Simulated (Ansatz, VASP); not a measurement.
## One calculation of Re, two programs

The input POSCAR:

```
Re
1.0
    0.0000000000      1.9750000000      1.9750000000
    1.9750000000      0.0000000000      1.9750000000
    1.9750000000      1.9750000000      0.0000000000
Re
1
Direct
    0.0000000000      0.0000000000      0.0000000000
```

Contents of INCAR.step1:

```
ALGO = Normal
EDIFF = 1E-4
ENCUT = 520
GGA = PE
ISMEAR = 0
LASPH = True
LCHARG = False
LREAL = False
LWAVE = True
NBANDS = 10
NELM = 80
PREC = Accurate
SIGMA = 0.15
```

INCAR.step2

```
ALGO = Normal
EDIFF = 1E-6
ENCUT = 520
ISIF = 2
ISMEAR = 0
ISTART = 1
LASPH = True
LCHARG = True
LELF = True
LMIXTAU = True
LREAL = False
LVHAR = True
LWAVE = False
METAGGA = R2SCAN
NBANDS = 10
NELM = 80
PREC = Accurate
SIGMA = 0.15
```

The input KPOINTS:

```
k-points
0
Gamma
  22 22 22
```

Input for Ansatz:

```yaml
crystal:
  lattice:
    - [0.0, 1.975, 1.975]
    - [1.975, 0.0, 1.975]
    - [1.975, 1.975, 0.0]
  atoms:
    - { symbol: Re, position: [0.0, 0.0, 0.0] }
basis:
  ecutwfc: 500
kpoints:
  mp_grid: { grid: [22, 22, 22] }
hamiltonian:
  xc: r2scan
scf:
  occupations: { method: gaussian, width: 0.15 }
output:
  forces: true
  stress: true
  eigenvalues: true
  write_density: true
  write_potential: true
  elf: true
  volumetric_format: npy
```

This isn't the form of Re at room conditions, which is hcp.

Alike in both runs: task single point; functional r2SCAN; k mesh 22 × 22 × 22; occupations gaussian, width 0.15 eV; no spin polarisation.

|  | VASP | Ansatz |
| --- | --- | --- |
| version | VASP 6.6.1 | Ansatz 0.2.0 |
| potentials or method | VASP PAW PBE potentials, release 64 (Re) | scalar-relativistic, plane waves, PAW |
| plane-wave cutoff (eV) | 520 | 500 |
| valence electrons in the cell | 7 | 15 |

VASP gave:

* gap on the k mesh at the Fermi level (eV): none
* pressure (GPa): -15.7

Task: Which values does Ansatz return?

Result: gap on the k mesh at the Fermi level (eV): none; pressure (GPa): -15.4.

A gap of «none» marks a metal or a gap that the smearing closes. The functional is the same, so the differences come from potentials, cutoffs and numerics. The two sets of potentials don't hold the same shells in valence.

Caveats: so large a pressure means that the cell lies far from this level's equilibrium, or that cutoff or potentials fall short (VASP); the potentials were made for another functional, which shifts forces and pressure (VASP). The runs have no spin-orbit coupling, so splittings on Re are missing.
